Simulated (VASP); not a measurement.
Here is a VASP 6.6.1 calculation.

Contents of INCAR:

```
SYSTEM = BaZrO3
  PREC = Accurate
  ENCUT = 520
  EDIFF = 1E-7
  ISMEAR = 0
  SIGMA = 0.05
  LREAL = .FALSE.
  LASPH = .TRUE.
  NELM = 60
  ALGO = Normal
  ISIF = 2
  LWAVE = .FALSE.
  LCHARG = .FALSE.
  GGA = PE
  NBANDS = 28
```

KPOINTS

```
regular mesh
0
G
  6 6 6
  0 0 0
```

POSCAR

```
BaZrO3
1.0
    4.1246050918      0.0000000000      0.0000000000
    0.0000000000      4.1246050918      0.0000000000
    0.0000000000      0.0000000000      4.6533794645
Ba Zr O
1 1 3
Direct
    0.5000000000      0.5000000000      0.5000000000
    0.0000000000      0.0000000000      0.0000000000
    0.5000000000      0.0000000000      0.0000000000
    0.0000000000      0.5000000000      0.0000000000
    0.0000000000      0.0000000000      0.5000000000
```

Potentials or basis: VASP PAW PBE potentials, release 64 (Ba_sv, Zr_sv, O).

Run with:

```sh
$ cat potpaw_PBE.64/Ba_sv/POTCAR potpaw_PBE.64/Zr_sv/POTCAR potpaw_PBE.64/O/POTCAR > POTCAR
$ mpirun -np 1 vasp_std > vasp.out
```

Task: Estimate the pressure.

Result: -2.5 GPa.

Task: Predict the band gap on the k mesh.

Result: 2.81 eV, indirect (least direct gap 3.13 eV).

Stress tensor (GPa, compression positive):
```
  3.49   0.00   0.00
  0.00   3.49   0.00
  0.00   0.00 -14.45
```

Caveat: spin-orbit coupling is left out, which moves the levels of the heavy elements. A k mesh can miss the band edges.
